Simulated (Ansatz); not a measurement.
TiSi2 under changes of volume

One of the cells (14.162 Å³/atom); the others are scaled copies at fixed shape and fractional positions:

```
Ti Si
1.0
    -1.47287    1.71213    4.21208
     1.47287   -1.71213    4.21208
     1.47287    1.71213   -4.21208
Ti Si
1 2
Direct
  0.00000 0.00000 0.00000
  0.67008 0.67008 0.00000
  0.32992 0.32992 0.00000
```

The cell comes from a database or a generator and needn't be the stable form of this composition.

| Item | Value |
| --- | --- |
| Program | Ansatz 0.2.0 |
| Functional | PBEsol |
| Potentials or basis | Ansatz PAW |
| Cutoff | 420 eV (not typed: the program's choice for these potentials) |
| k mesh | 12 × 12 × 12 |
| Occupations | fermi-dirac, width 0.05 eV |
| Spin | no spin polarisation |

| volume (Å³/atom) | energy over the lowest point (meV/atom) | pressure (GPa) | largest force (eV/Å) |
| --- | --- | --- | --- |
| 13.313 | 8.31 | 5.8 | 0.024 |
| 13.596 | 1.22 | 2.3 | 0.039 |
| 13.879 | 0.00 | -0.8 | 0.053 |
| 14.162 | 4.04 | -3.6 | 0.067 |
| 14.446 | 12.80 | -6.2 | 0.080 |
| 14.729 | 25.79 | -8.4 | 0.094 |
| 15.012 | ? | ? | ? |

Problem. What does the run at 15.012 Å³/atom give?

Solution. Energy over the lowest point 42.58 meV/atom; pressure -10.5 GPa; largest force 0.106 eV/Å.

Worked out: A Birch-Murnaghan fit of order 3 (a polynomial in V^(-2/3)) to the other rows has its minimum at 13.80 Å³/atom with B0 = V·E''(V) = 149 GPa and B' = 4.3 at fixed shape and positions, which overstates the stiffness. It gives 42.55 meV/atom at 15.012 Å³/atom, against the run's 42.58, and -dE/dV = -10.5 GPa, against -10.5.

Energies are extrapolated to zero smearing.

Caveats: the PAW data sets come from PBE, with cores solved anew for the run's functional, which leaves a small shift of forces and pressure.
